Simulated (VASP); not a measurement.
# RbBr: forms and broadenings of the independent-particle spectrum

RbBr, Pm-3m (no. 221), 2 atoms in the cell. PBE, independent-particle dielectric function; PAW potentials Rb_sv, Br (PBE set).

## Input

INCAR.step1:
```
SYSTEM = RbBr
PREC     = Accurate       ! precision mode
ENCUT    = 260            ! plane-wave cutoff, eV
ISMEAR   = 0              ! smearing method
SIGMA    = 0.02           ! smearing width, eV
EDIFF    = 1E-8           ! SCF threshold, eV
LASPH    = .True.         ! aspherical terms in the spheres
KPAR     = 4            
LWAVE    = .False.        ! write WAVECAR
LCHARG   = .False.        ! write CHGCAR
LEPSILON = .True.         ! dielectric tensor by DFPT
```

INCAR.step2, as INCAR.step1 but for:
```
- LWAVE = .False.
- LEPSILON = .True.
+ LWAVE = .True.
+ NBANDS = 40
```

INCAR.step3, as INCAR.step2 but for:
```
- EDIFF = 1E-8
- LWAVE = .True.
+ EDIFF = 1E-7
+ LWAVE = .False.
+ LOPTICS = .True.
+ NEDOS = 2000
+ CSHIFT = 0.1
+ ALGO = None
+ NELM = 1
+ ISTART = 1
```

INCAR.step4, as INCAR.step3 but for:
```
+ LNABLA = .True.
```

INCAR.step5, as INCAR.step4 but for:
```
- LNABLA = .True.
+ LPEAD = .True.
+ IPEAD = 2
```

INCAR.step6, as INCAR.step5 but for:
```
- IPEAD = 2
+ IPEAD = 1
```

INCAR.step7 changes the same tag again: IPEAD = 4.

INCAR.step8, as INCAR.step7 but for:
```
- CSHIFT = 0.1
- LPEAD = .True.
- IPEAD = 4
+ CSHIFT = 0.5
```

INCAR.step9, as INCAR.step8 but for:
```
- CSHIFT = 0.5
+ CSHIFT = 0.03
```

INCAR.step10 changes the same tag again: CSHIFT = 0.05.

INCAR.step11, as INCAR.step10 but for:
```
- ISMEAR = 0
- CSHIFT = 0.05
+ ISMEAR = -5
+ CSHIFT = 0.1
```

INCAR.step12, as INCAR.step11 but for:
```
- ISMEAR = -5
- SIGMA = 0.02
+ ISMEAR = 0
+ SIGMA = 0.2
```

INCAR.step13, as INCAR.step12 but for:
```
- SIGMA = 0.2
+ SIGMA = 0.02
+ OMEGAMAX = 12
```

INCAR.step14, as INCAR.step13 but for:
```
- OMEGAMAX = 12
+ OMEGAMAX = 60
```

KPOINTS:
```
k-points
0
Gamma
  10 10 10
```

POSCAR:
```
RbBr
1.0
    4.1260773000      0.0000000000      0.0000000000
    0.0000000000      4.1260773000      0.0000000000
    0.0000000000      0.0000000000      4.1260773000
Rb Br
1 1
Direct
    0.0000000000      0.0000000000      0.0000000000
    0.5000000000      0.5000000000      0.5000000000
```

Commands (each step's output is kept before the next begins):
```
cat potpaw_PBE.64/Rb_sv/POTCAR potpaw_PBE.64/Br/POTCAR > POTCAR
cp INCAR.step1 INCAR
mpirun -np 4 vasp_std > vasp.out
rm WAVECAR CHG
cp INCAR.step2 INCAR
mpirun -np 4 vasp_std > vasp.out
cp INCAR.step3 INCAR
mpirun -np 4 vasp_std > vasp.out
cp INCAR.step4 INCAR
mpirun -np 4 vasp_std > vasp.out
cp INCAR.step5 INCAR
mpirun -np 4 vasp_std > vasp.out
cp INCAR.step6 INCAR
mpirun -np 4 vasp_std > vasp.out
cp INCAR.step7 INCAR
mpirun -np 4 vasp_std > vasp.out
cp INCAR.step8 INCAR
mpirun -np 4 vasp_std > vasp.out
cp INCAR.step9 INCAR
mpirun -np 4 vasp_std > vasp.out
cp INCAR.step10 INCAR
mpirun -np 4 vasp_std > vasp.out
cp INCAR.step11 INCAR
mpirun -np 4 vasp_std > vasp.out
cp INCAR.step12 INCAR
mpirun -np 4 vasp_std > vasp.out
cp INCAR.step13 INCAR
mpirun -np 4 vasp_std > vasp.out
cp INCAR.step14 INCAR
mpirun -np 4 vasp_std > vasp.out
```

## Result

- Direct gap on the mesh (eV): 4.24
- Gap on the mesh (eV): 4.08
- Bands: 40

One ground state, settings moved in the last step alone:

| Settings | ε at zero frequency | Mean energy of the absorption, weighted by Im ε (eV) | Time (s) |
|---|---|---|---|
| longitudinal form, CSHIFT 0.1 | 3.16 | 8.03 | 3 |
| transversal form (LNABLA) | 3.19 | 8.04 | 3 |
| finite differences (LPEAD), order 2 | 3.16 | 8.04 | 6 |
| finite differences (LPEAD), order 1 | 3.13 | 8.06 | 5 |
| finite differences (LPEAD), order 4 | 3.16 | 8.03 | 8 |
| CSHIFT 0.5 | 3.15 | 7.99 | 3 |
| CSHIFT 0.03 | 3.16 | 8.05 | 3 |
| CSHIFT 0.05 | 3.16 | 8.04 | 4 |
| tetrahedron method | 3.15 | 8.06 | 4 |
| SIGMA 0.2 | 3.16 | 8.04 | 4 |
| OMEGAMAX 12, which cuts the spectrum short | 2.53 | 8.00 | 4 |
| OMEGAMAX 60 | 3.16 | 8.03 | 4 |

The mean energy covers the spectrum up to 12 eV.

On the same mesh, density-functional perturbation theory with local fields gives ε = 2.89.

VASP 6.6.1 took 175 s on 4 cores (Intel Xeon Platinum 8259CL @ 2.50GHz (Skylake/Cascade Lake)), a shared host.
